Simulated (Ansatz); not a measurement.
A run of Ansatz 0.2.0:

Contents of input.yaml:

```yaml
crystal:
  lattice:
    - [2.98611099, 0.0, 0.0]
    - [0.0, 2.98611099, 0.0]
    - [0.0, 0.0, 2.98611099]
  atoms:
    - { symbol: Co, position: [0.5, 0.5, 0.5], spin: 2.0 }
    - { symbol: Ti, position: [0.0, 0.0, 0.0], spin: 1.0 }
kpoints:
  mp_grid: { grid: [9, 9, 9] }
  band_path:
    path:
      - [0.0, 0.0, 0.0]
      - [0.0, 0.5, 0.0]
      - [0.5, 0.5, 0.0]
      - [0.0, 0.0, 0.0]
      - [0.5, 0.5, 0.5]
      - [0.0, 0.5, 0.0]
    npoints: 12
scf:
  occupations: { method: fermi_dirac, width: 0.05 }
hamiltonian:
  xc: rpbe
  pseudopotentials: { kind: all_electron, lapw: { basis_error: 0.001 } }
magnetization:
  spin_polarized: true
output:
  forces: true
  stress: true
  eigenvalues: true
```

Potentials or basis: all-electron LAPW, scalar-relativistic.

Launch:

```bash
$ ansatz run input.yaml --threads 2 --pin off --max-ram 6144MiB --backend cpu --events-out ev --progress --plain --runs-dir out
```

Hardware: 2 threads of Intel(R) Xeon(R) Platinum 8375C CPU @ 2.90GHz (Ice Lake), with other jobs on the host.

Estimate the wall time of this run.

Wall time 18 s on 2 threads of Intel(R) Xeon(R) Platinum 8375C CPU @ 2.90GHz (Ice Lake), with other jobs on the host, peak memory 0.46 GiB. Counts: scf iterations 12, plane waves 257, k points 35, bands 20.
